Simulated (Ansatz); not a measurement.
AgCl, DFT, PBE, all-electron LAPW, scalar-relativistic (Ansatz 0.2.0), run on 1 thread of Arm Neoverse V2 on a shared host.

The cell is COD entry 9011666, as deposited and not checked against the literature; nothing was relaxed. The listed cell was then made from it by scaling, straining or moving an atom.

Command: `ansatz run input.yaml --threads 1 --pin off --max-ram 2048MiB --backend cpu --events-out ev --progress --plain --runs-dir out`

```yaml
crystal:
  lattice:
    - [0.0277315, 2.78701575, 2.78701575]
    - [2.78701575, 0.0277315, 2.78701575]
    - [2.78701575, 2.78701575, 0.0277315]
  atoms:
    - { symbol: Ag, position: [0.5, 0.5, 0.5] }
    - { symbol: Cl, position: [0.0, 0.0, 0.0] }
kpoints:
  mp_grid: { grid: [9, 9, 9] }
scf:
  occupations: { method: fermi_dirac, width: 0.01 }
hamiltonian:
  xc: pbe
  pseudopotentials: { kind: all_electron, lapw: { basis_error: 0.0005 } }
output:
  forces: true
  stress: true
  eigenvalues: true
```

(1) How large is the problem that the program sets up?

(2) Estimate the wall time.

(3) And the same cell and mesh by PAW (frozen-core files), asked for forces, stress, eigenvalues, efg, on the same hardware?

(4) And the same cell and mesh by all-electron PAW (datasets made for this crystal), asked for forces, stress, eigenvalues, efg, on the same hardware?

Results:

(1) 85 irreducible k-points, 331 plane waves at Γ, 21 bands.

(2) 15 s of wall time for 7 SCF iterations. Times on shared machines scatter by tens of per cent.

(3) 3.7 s.

(4) 6.4 s.
